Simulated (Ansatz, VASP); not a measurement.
# Two plane-wave programs on WC

File INCAR:

```
  ALGO = Normal
  EDIFF = 1E-6
  ENCUT = 520
  ISIF = 2
  ISMEAR = -1
  LASPH = T
  LCHARG = F
  LREAL = F
  LWAVE = F
  NBANDS = 16
  NELM = 60
  PREC = Accurate
  SIGMA = 0.1
```

Contents of KPOINTS:

```
k-points
0
Gamma
  17 17 17
```

The input POSCAR:

```
WC
1.0
    0.0000000000      2.0714207690      2.0714207690
    2.0714207690      0.0000000000      2.0714207690
    2.0714207690      2.0714207690      0.0000000000
W C
1 1
Direct
    0.0000000000      0.0000000000      0.0000000000
    0.5000000000      0.5000000000      0.5000000000
```

Input for Ansatz:

```yaml
crystal:
  lattice:
    - [0.0, 2.071420769, 2.071420769]
    - [2.071420769, 0.0, 2.071420769]
    - [2.071420769, 2.071420769, 0.0]
  atoms:
    - { symbol: W, position: [0.0, 0.0, 0.0] }
    - { symbol: C, position: [0.5, 0.5, 0.5] }
kpoints:
  mp_grid: { grid: [17, 17, 17] }
scf:
  occupations: { method: fermi_dirac, width: 0.1 }
hamiltonian:
  xc: lda
  pseudopotentials: { kind: paw }
output:
  forces: true
  stress: true
  eigenvalues: true
  populations: true
```

Change from the starting cell: volume scaled by 0.88, PAW files.

Alike in both runs: task single point; functional LDA; k mesh 17 × 17 × 17; occupations fermi-dirac, width 0.1 eV; no spin polarisation.

|  | VASP | Ansatz |
| --- | --- | --- |
| version | VASP 6.6.1 | Ansatz 0.2.0 |
| potentials or method | VASP PAW LDA potentials, release 64 (W_sv, C) | PAW with Ansatz's default frozen-core files, scalar-relativistic |
| plane-wave cutoff (eV) | 520 | 420 |
| valence electrons in the cell | 18 | 18 |

Ansatz gave:

```
pressure (GPa) : 67.9
```

Estimate VASP's values.

pressure (GPa): 71.8.

Caveats: the cell as given lies far from equilibrium; so large a pressure means that the cell lies far from this level's equilibrium, or that cutoff or potentials fall short (VASP). Spin-orbit coupling is left out, which matters for the levels of W.
